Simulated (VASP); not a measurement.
TiO:

```
CELL_PARAMETERS angstrom
2.81016 0.00000 0.00000
-1.40508 2.43367 0.00000
0.00000 0.00000 2.82385
ATOMIC_POSITIONS crystal
Ti 0.66667 0.33333 0.00000
O 0.00000 0.00000 0.50000
```

The cell comes from a database or a generator and needn't be the stable form of this composition.

```yaml
Program: VASP 6.6.1
Task: relaxation of cell and atoms
Functional: LDA
Potentials_or_basis: VASP PAW LDA potentials, release 64 (Ti_sv, O)
Cutoff: 600 eV
k_mesh: 18 × 18 × 14
Occupations: gaussian, width 0.1 eV
Spin: no spin polarisation
```

At the start: pressure -12.9 GPa; volume 9.66 Å³/atom.

Q: How do energy, volume and symmetry change on relaxing?

A: Over 5 steps the energy falls by 20.6 meV/atom and the volume is 9.18 Å³/atom (-5.0 %); space group P-6m2 (No. 187, to 0.05 Å).

Step by step:
| step | energy change (eV) | largest force (eV/Å) | pressure (GPa) | volume (Å³) |
| --- | --- | --- | --- | --- |
| 1 | 0.0000 | 0.0000 | -12.87 | 19.31 |
| 2 | 0.0286 | 0.0000 | 20.61 | 17.22 |
| 3 | -0.0411 | 0.0000 | -0.23 | 18.37 |
| 4 | -0.0411 | 0.0000 | 0.05 | 18.35 |
| 5 | -0.0411 | 0.0000 | -0.05 | 18.35 |

Final structure:
```xyz
2
Lattice="2.7669 0.0000 0.0000 -1.3835 2.3962 0.0000 0.0000 0.0000 2.7681" Properties=species:S:1:pos:R:3 pbc="T T T"
Ti    1.3835    0.7987    0.0000
O     0.0000    0.0000    1.3841
```
